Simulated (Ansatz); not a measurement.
**MnS under changes of volume**

One of the cells (15.133 Å³/atom); the others are scaled copies at fixed shape and fractional positions:

```
Mn S
1.0
     0.00000    2.47346    2.47346
     2.47346    0.00000    2.47346
     2.47346    2.47346    0.00000
Mn S
1 1
Direct
  0.00000 0.00000 0.00000
  0.75000 0.75000 0.75000
```

The cell is a database's computed one.

| Quantity | Value |
| --- | --- |
| Program | Ansatz 0.2.0 |
| Functional | PBEsol |
| Potentials or basis | all-electron LAPW, scalar-relativistic |
| Cutoff | 373 eV (chosen from the basis error) |
| Basis error allowed | 0.0005 eV/atom |
| k mesh | 9 × 9 × 9 |
| Occupations | fermi-dirac, width 0.05 eV |
| Spin | collinear spin, ferromagnetic start |
| Starting moments | [4.0, 0.0] μB |

| volume (Å³/atom) | energy over the lowest point (meV/atom) | pressure (GPa) | moment (μB per cell) |
| --- | --- | --- | --- |
| 14.225 | 12.04 | 6.8 | 0.15 |
| 14.527 | ? | ? | ? |
| 14.830 | 0.00 | -0.1 | 0.22 |
| 15.133 | 3.05 | -3.0 | 0.24 |
| 15.435 | 11.31 | -5.6 | 0.26 |
| 15.738 | 24.23 | -7.9 | 0.28 |
| 16.041 | 41.33 | -10.0 | 0.30 |

Q: What does the run at 14.527 Å³/atom give?

A: Energy over the lowest point 2.77 meV/atom; pressure 3.1 GPa; moment 0.19 μB per cell.

Worked out: A Birch-Murnaghan fit of order 3 (a polynomial in V^(-2/3)) to the other rows has its minimum at 14.82 Å³/atom with B0 = V·E''(V) = 152 GPa and B' = 4.5. It gives 2.77 meV/atom at 14.527 Å³/atom, against the run's 2.77, and -dE/dV = 3.1 GPa, against 3.1. A parabola through the other rows of the moment, of slope 0.104 μB per Å³/atom there, gives 0.18 μB, against the run's 0.19.

Energies are extrapolated to zero smearing.

Caveats: the moment fell far below its start of 4 μB, so a state of higher moment may lie lower in energy; the starting moments weren't kept.
